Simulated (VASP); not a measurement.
Write the native input for VASP 6.6.1 that does the following.

- Task: relaxation of the atoms
- Functional: LDA
- Potentials or basis: VASP PAW LDA potentials, release 64 (B, As)
- Cutoff: 600 eV
- k mesh: 10 × 10 × 10
- Occupations: gaussian, width 0.03 eV
- Spin: no spin polarisation
- Further INCAR settings: ALGO = Normal; EDIFF = 1e-07; IBRION = 2; EDIFFG = -0.01; NSW = 40

The structure of BAs lies in POSCAR:

```
BAs                                     
1.0
    0.0000000000      2.3227413871      2.3227413871
    2.3227413871      0.0000000000      2.3227413871
    2.3227413871      2.3227413871      0.0000000000
  B               As            
     1     1
Direct
     0.0000000000000000    0.0000000000000000    0.0000000000000000
     0.2500000000000000    0.2500000000000000    0.2500000000000000
```

The cell isn't the ideal one: a relaxed cell with its volume scaled by 0.94.

The input as run:

INCAR

```
SYSTEM = BAs
ALGO = Normal ; EDIFF = 1E-7
EDIFFG = -0.01 ; ENCUT = 600
GGA = CA ; IBRION = 2
ISIF = 2 ; ISMEAR = 0
LASPH = .TRUE. ; LCHARG = .FALSE.
LREAL = .FALSE. ; LWAVE = .FALSE.
NELM = 80 ; NSW = 40
PREC = Accurate ; SIGMA = 0.03
```

KPOINTS

```
k-points
0
G
  10 10 10
  0 0 0
```

Potentials or basis: VASP PAW LDA potentials, release 64 (B, As).

Run with:

```sh
$ cat potpaw_LDA.64/B/POTCAR potpaw_LDA.64/As/POTCAR > POTCAR
$ mpirun -np 1 vasp_std > vasp.out
```

Results of the run:

* Pressure after relaxing: 10.3 GPa
* Band gap on the k mesh: 1.05 eV, indirect (least direct gap 3.36 eV)

Caveat: the relaxation stopped at its first step, so nothing moved.

It took 5.9 s on 1 thread of Intel(R) Xeon(R) 6975P-C (Granite Rapids), with other jobs on the host, peak memory 0.14 GiB.
